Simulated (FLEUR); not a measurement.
## Te under changes of volume

One of the cells (33.925 Å³/atom); the others are scaled copies at fixed shape and fractional positions:

```
CELL_PARAMETERS angstrom
4.45400 0.00000 0.00000
-2.22700 3.85728 0.00000
0.00000 0.00000 5.92400
ATOMIC_POSITIONS crystal
Te 0.73100 0.73100 0.00000
Te 0.00000 0.26900 0.66667
Te 0.26900 0.00000 0.33333
```

* Program: FLEUR MaX-R8.1 (later development tree)
* Functional: SCAN
* Potentials or basis: all-electron
* Basis: FLAPW
* Kmax: 4.1 1/bohr
* k mesh: 7 × 7 × 5
* Occupations: fermi-dirac, width 0.05 eV
* Spin: no spin polarisation

| volume (Å³/atom) | energy over the lowest point (meV/atom) | gap on the mesh (eV) |
| --- | --- | --- |
| 31.890 | ? | ? |
| 32.568 | 9.31 | 0.69 |
| 33.925 | 0.00 | 0.72 |
| 35.282 | 7.55 | 0.75 |
| 35.961 | 16.49 | 0.75 |

What does the run at 31.890 Å³/atom give?

Energy over the lowest point 21.58 meV/atom; gap on the mesh 0.67 eV.

Worked out: A Birch-Murnaghan fit of order 2 (a polynomial in V^(-2/3)) to the other rows has its minimum at 33.95 Å³/atom with B0 = V·E''(V) = 49 GPa at fixed shape and positions, which overstates the stiffness. It gives 21.32 meV/atom at 31.890 Å³/atom, against the run's 21.58. A straight line through the other rows of the gap, of slope 0.642 eV per unit of ln V, extrapolates to 0.68 eV, against the run's 0.67.

Energies are extrapolated to zero smearing.

Caveats: the meta-GGA is that of a development version, with a GGA for the radial functions and cores and without core tails; spin-orbit coupling is left out, which moves the levels of the heavy elements; an odd mesh through Γ misses points on the zone boundary, where band edges often lie.
